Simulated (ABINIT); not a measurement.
Crystal: B.

```xyz
1
Lattice="2.3461 0.0000 0.0000 0.0000 2.3461 0.0000 0.0000 0.0000 1.5858" Properties=species:S:1:pos:R:3 pbc="T T T"
B     1.1731    1.1731    0.7929
```

The cell was built by a generator and needn't be a form met in nature.

```yaml
Program: ABINIT 10.8.3 (patched build)
Task: relaxation of cell and atoms
Functional: LDA-PZ
Potentials_or_basis: PseudoDojo NC SR LDA v0.4.1 standard
Cutoff: 1034 eV
k_mesh: 8 × 8 × 12
Occupations: fermi-dirac, width 0.05 eV
Spin: no spin polarisation
```

At the start: pressure -5.2 GPa; volume 8.73 Å³/atom.

Q: Where does the relaxation end?

A: Over 7 steps the energy falls by 4.3 meV/atom and the volume is 8.44 Å³/atom (-3.3 %); space group P4/mmm (No. 123, to 0.05 Å).

The path:
```
step  energy change (eV)  largest force (eV/Å)  pressure (GPa)  volume (Å³)
   1              0.0000                0.0000           -5.19         8.73
   2             -0.0030                0.0000           -0.62         8.59
   3             -0.0037                0.0000           -0.88         8.56
   4             -0.0043                0.0000           -0.40         8.47
   5             -0.0043                0.0000           -0.05         8.44
   6             -0.0043                0.0000           -0.01         8.44
   7             -0.0043                0.0000            0.00         8.44
```

Final structure:
```yaml
crystal:
  lattice:
    - [2.31743, 0.00000, 0.00000]
    - [0.00000, 2.31743, 0.00000]
    - [0.00000, 0.00000, 1.57132]
  atoms:
    - { symbol: B, position: [0.50000, 0.50000, 0.50000] }
```
